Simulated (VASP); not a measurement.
# C (C2/m) in VASP: Born charges and dielectric tensor with LDA

Aim: the Born charges and dielectric tensor of C with LDA.

Everything below comes from runs of VASP 6.6.1. Logs are shortened: lines on timing, memory, paths and dates and some standing lists are left out, and cuts for length are marked.

**1. The structure**

Symmetry: C2/m, No. 12, monoclinic system. The conventional cell has a = 4.237 Å, b = 2.446 Å, c = 3.578 Å, α = 90.00°, β = 112.78°, γ = 90.00°. C (site symmetry m) has 3 C at 1.41 Å as nearest neighbours.

This is a stacking variant of graphite.

**2. Born charges and dielectric tensor, LDA**

Input file INCAR:

```
  PREC = Accurate
  ENCUT = 600
  EDIFF = 1E-8
  ISMEAR = 0
  SIGMA = 0.02
  LREAL = False
  LASPH = True
  NELM = 100
  ALGO = Fast
  ISIF = 2
  LWAVE = False
  LCHARG = False
  LEPSILON = True
  IBRION = 8
  NSW = 1
```

Input file KPOINTS:

```
regular mesh
0
Gamma
  22 22 14
```

Input file POSCAR:

```
C
1.0
    2.1184700000     -1.2228300000     -0.0037000000
    2.1184700000      1.2228300000     -0.0037000000
   -1.3793800000      0.0000000000      3.3014600000
C
2
Direct
    0.8334100000      0.8334100000      0.0001800000
    0.1665900000      0.1665900000      0.9998200000
```

Potentials or basis: VASP PAW LDA potentials, release 64 (C).

Run with:

```console
> cat potpaw_LDA.64/C/POTCAR > POTCAR
> mpirun -np 1 vasp_std > vasp.out
```

OUTCAR:

```text
PREC = Accurate
   ENCUT = 600
   EDIFF = 1E-8
   ISMEAR = 0
   LREAL = False
   LASPH = True
   NELM = 100
   ISIF = 2
   LEPSILON = True
   IBRION = 8
   NSW = 1

 ion  position               nearest neighbor table
   1  0.833  0.833  0.000-   2 1.41   2 1.41   2 1.41
   2  0.167  0.167  1.000-   1 1.41   1 1.41   1 1.41

  LATTYP: Found a base centered monoclinic cell.
 ALAT       =     4.2369464622
 B/A-ratio  =     0.5772223043
 C/A-ratio  =     0.8444841193
 COS(beta)  =    -0.3871243343

  Lattice vectors:

 A1 = (   2.1184700000,  -1.2228300000,  -0.0037000000)
 A2 = (   2.1184700000,   1.2228300000,  -0.0037000000)
 A3 = (  -1.3793800000,   0.0000000000,   3.3014600000)

Analysis of symmetry for initial positions (statically):
=====================================================================
 Subroutine PRICEL returns:
 Original cell was already a primitive cell.

 Routine SETGRP: Setting up the symmetry group for a
 base centered monoclinic supercell.

 Subroutine GETGRP returns: Found  4 space group operations
 (whereof  4 operations were pure point group operations)
 out of a pool of  4 trial point group operations.

The static configuration has the point symmetry C_2h.

Analysis of symmetry for dynamics (positions and initial velocities):
=====================================================================
 Subroutine PRICEL returns:
 Original cell was already a primitive cell.

 Routine SETGRP: Setting up the symmetry group for a
 base centered monoclinic supercell.

 Subroutine GETGRP returns: Found  4 space group operations
 (whereof  4 operations were pure point group operations)
 out of a pool of  4 trial point group operations.

The dynamic configuration has the point symmetry C_2h.

 Subroutine INISYM returns: Found  4 space group operations
 (whereof  4 operations are pure point group operations),
 and found     1 'primitive' translations

----------------------------------------------------------------------------------------

                                     Primitive cell

  volume of cell :      17.0926

  direct lattice vectors                    reciprocal lattice vectors
     2.118470000 -1.222830000 -0.003700000     0.236191746 -0.408887580  0.098683058
     2.118470000  1.222830000 -0.003700000     0.236191746  0.408887580  0.098683058
    -1.379380000  0.000000000  3.301460000     0.000529408  0.000000000  0.303117486

  length of vectors
     2.446066647  2.446066647  3.578034002     0.482404333  0.482404333  0.303117948

  position of ions in fractional coordinates (direct lattice)
     0.833410000  0.833410000  0.000180000
     0.166590000  0.166590000  0.999820000

  ion indices of the primitive-cell ions
   primitive index   ion index
                 1           1
                 2           2

----------------------------------------------------------------------------------------

 KPOINTS: regular mesh

Automatic generation of k-mesh.
 Grid dimensions read from file:
 generate k-points for:   22   22   14
[... 426 lines left out ...]

--------------------------------------- Ionic step        2  -------------------------------------------

------------------------ aborting loop because EDIFF is reached ----------------------------------------

--------------------------------------- Ionic step        3  -------------------------------------------

------------------------ aborting loop because EDIFF is reached ----------------------------------------

 PIEZOELECTRIC TENSOR FIELD DIRECTION 3  (e Angst)
 -----------------------------------------------------------------------------
    -0.01319  0.00000 -0.00054           ( -0.00000  0.00000  0.00000)
     0.00000  0.01321  0.00000           (  0.00000 -0.00000  0.00000)
    -0.00054  0.00000 -0.00057           (  0.00000  0.00000 -0.00000)

 PIEZOELECTRIC TENSOR FIELD DIRECTION 3  (C/m^2)
 -----------------------------------------------------------------------------
    -0.01237  0.00000 -0.00050
     0.00000  0.01238  0.00000
    -0.00050  0.00000 -0.00054

--------------------------------------- Ionic step        4  -------------------------------------------
[... 5 lines left out ...]
------------------------ aborting loop because EDIFF is reached ----------------------------------------

--------------------------------------- Ionic step        6  -------------------------------------------

 Free energy of the ion-electron system (eV)
  ---------------------------------------------------
  ---------------------------------------------------
  free energy    TOTEN  =        -0.12142631 eV

  energy without entropy =       -0.12142629

------------------------ aborting loop because EDIFF is reached ----------------------------------------

 INTERNAL STRAIN TENSOR  FOR ION    1  DIRECTION 3   (eV/Angst):
 -----------------------------------------------------------------------------
    -0.07335  0.00000 -0.01090
     0.00000  0.28109  0.00000
    -0.03460  0.00000 -0.33745

 MACROSCOPIC STATIC DIELECTRIC TENSOR (including local field effects in DFT)
 ------------------------------------------------------
        1306.604861     0.000000  -229.326879
           0.000000   149.957004     0.000000
        -229.337128     0.000000    53.208800
 ------------------------------------------------------

 PIEZOELECTRIC TENSOR (including local field effects)  for field in x, y, z        (e  Angst)
          XX          YY          ZZ          XY          YZ          ZX
  --------------------------------------------------------------------------------
  x     0.00000     0.00000     0.00000     0.00000     0.00000     0.00000
  y     0.00000     0.00000     0.00000     0.00000     0.00000     0.00000
  z     0.00000     0.00000     0.00000     0.00000     0.00000     0.00000

 PIEZOELECTRIC TENSOR (including local field effects)  for field in x, y, z        (C/m^2)
          XX          YY          ZZ          XY          YZ          ZX
  --------------------------------------------------------------------------------
  x     0.00000     0.00000     0.00000     0.00000     0.00000     0.00000
  y     0.00000     0.00000     0.00000     0.00000     0.00000     0.00000
  z     0.00000     0.00000     0.00000     0.00000     0.00000     0.00000

 BORN EFFECTIVE CHARGES (including local field effects) (in |e|, cummulative output)
 ---------------------------------------------------------------------------------
 ion    1
    1     0.00000     0.00000     0.00000
    2     0.00000     0.00000     0.00000
    3     0.00000     0.00000     0.00000
 ion    2
    1     0.00000     0.00000     0.00000
    2     0.00000     0.00000     0.00000
    3     0.00000     0.00000     0.00000

 INTERNAL STRAIN TENSOR FOR ION    2 for displacements in x,y,z  (eV/Angst):
          X           Y           Z          XY          YZ          ZX
  --------------------------------------------------------------------------------
  x   -12.64016    12.64275     0.03683     0.00000     0.00000    -0.01333
  y     0.00000     0.00000     0.00000    12.38111     0.04074     0.00000
  z     0.07335    -0.28109     0.33745     0.00000     0.00000     0.01090

 SECOND DERIVATIVES (NOT SYMMETRIZED)
 ------------------------------------
               1X          1Y          1Z          2X          2Y          2Z
  1X   -56.007469    0.000000    0.077769   56.007469    0.000000   -0.077769
  1Y     0.000000  -55.384636    0.000000    0.000000   55.384636    0.000000
  1Z     0.113293    0.000000  -17.159993   -0.113293    0.000000   17.159993
  2X    56.007469    0.000000   -0.077769  -56.007469    0.000000    0.077769
  2Y     0.000000   55.384636    0.000000    0.000000  -55.384636    0.000000
  2Z    -0.113293    0.000000   17.159993    0.113293    0.000000  -17.159993

 Eigenvectors and eigenvalues of the dynamical matrix
 ----------------------------------------------------

   1 f  =   47.741936 THz   299.971431 2PiTHz 1592.499569 cm-1   197.444694 meV
             X         Y         Z           dx          dy          dz
      3.530860  0.000000 -0.005573    -0.707105   -0.000000    0.001739
     -0.673300  0.000000  3.299633     0.707105    0.000000   -0.001739
[... 11 lines left out ...]
   4 f  =    0.000001 THz     0.000004 2PiTHz    0.000022 cm-1     0.000003 meV
             X         Y         Z           dx          dy          dz
      3.530860  0.000000 -0.005573     0.003909   -0.501174   -0.498808
     -0.673300  0.000000  3.299633     0.003909   -0.501174   -0.498808

   5 f/i=    0.000000 THz     0.000001 2PiTHz    0.000004 cm-1     0.000000 meV
             X         Y         Z           dx          dy          dz
      3.530860  0.000000 -0.005573     0.006500    0.498820   -0.501135
     -0.673300  0.000000  3.299633     0.006500    0.498820   -0.501135

   6 f/i=    0.000000 THz     0.000002 2PiTHz    0.000009 cm-1     0.000001 meV
             X         Y         Z           dx          dy          dz
      3.530860  0.000000 -0.005573     0.707066   -0.001815    0.007364
     -0.673300  0.000000  3.299633     0.707066   -0.001815    0.007364

--------------------------------------------------------------------------------------------------------

 MACROSCOPIC STATIC DIELECTRIC TENSOR IONIC CONTRIBUTION
 ------------------------------------------------------
           0.000000     0.000000     0.000000
           0.000000     0.000000     0.000000
           0.000000     0.000000     0.000000
 ------------------------------------------------------

 ELASTIC MODULI CONTR FROM IONIC RELAXATION (kBar)
 Direction    XX          YY          ZZ          XY          YZ          ZX
 --------------------------------------------------------------------------------
 XX        -267.4153    267.5288      0.6837     -0.0000     -0.0000     -0.2851
 YY         267.5288   -267.8779     -0.3009      0.0000      0.0000      0.2975
 ZZ           0.6837     -0.3009     -0.6245      0.0000      0.0000     -0.0192
 XY          -0.0000      0.0000      0.0000   -259.4378     -0.8536      0.0000
 YZ          -0.0000      0.0000      0.0000     -0.8536     -0.0028      0.0000
 ZX          -0.2851      0.2975     -0.0192      0.0000      0.0000     -0.0009
 --------------------------------------------------------------------------------

 PIEZOELECTRIC TENSOR IONIC CONTR  for field in x, y, z        (C/m^2)
          XX          YY          ZZ          XY          YZ          ZX
  --------------------------------------------------------------------------------
  x     0.00000     0.00000     0.00000     0.00000     0.00000     0.00000
  y     0.00000     0.00000     0.00000     0.00000     0.00000     0.00000
  z     0.00000     0.00000     0.00000     0.00000     0.00000     0.00000
```

It took 34 min on 1 thread of Intel Xeon Platinum 8488C (Sapphire Rapids), shared host; peak memory 1.3 GiB.

What came out:

```yaml
Band_gap_on_the_k_mesh: 0.07 eV, direct
Electronic_dielectric_tensor_diagonal: 1306.60, 149.96, 53.21
Born_charges_mean_of_the_diagonal: C +0.00 e
Highest_phonon_frequency_at_Γ: 1592 cm⁻¹
```

Levels at points of the mesh, in eV from the valence-band top:
| k point | band 1 | band 2 | band 3 | band 4 | band 5 | band 6 | band 7 | band 8 |
| --- | --- | --- | --- | --- | --- | --- | --- | --- |
| (0.00, 0.00, 0.00) | -19.67 | -6.63 | -3.01 | -3.01 | 3.91 | 8.45 | 8.46 | 11.49 |
| (0.50, 0.00, 0.00) | -14.18 | -13.36 | -6.44 | -2.00 | 1.99 | 7.92 | 11.65 | 12.18 |
| (0.50, 0.50, 0.00) | -14.05 | -13.26 | -6.50 | -2.81 | 1.20 | 7.46 | 13.05 | 14.89 |
| (0.00, 0.00, 0.50) | -19.31 | -8.85 | -3.03 | -3.03 | 8.39 | 8.40 | 10.44 | 11.73 |
| (0.50, 0.00, 0.50) | -14.04 | -13.25 | -6.50 | -2.84 | 1.16 | 7.45 | 13.11 | 15.07 |
| (0.50, 0.50, 0.50) | -14.18 | -13.35 | -6.43 | -2.05 | 1.94 | 7.93 | 11.71 | 12.30 |

Phonon frequencies in cm⁻¹ (negative: imaginary):
```
              q point          frequencies
(0.000, 0.000, 0.000)  0 0 0 881 1584 1592
```

Electronic dielectric tensor:
```
1306.60    0.00 -229.33
   0.00  149.96    0.00
-229.34    0.00   53.21
```

Born effective charge tensors (e):
atom 1, C
```
0.00 0.00 0.00
0.00 0.00 0.00
0.00 0.00 0.00
```
atom 2, C
```
0.00 0.00 0.00
0.00 0.00 0.00
0.00 0.00 0.00
```

Caveat: the gap is small at this level, which inflates the dielectric constant. A k mesh can miss the band edges.
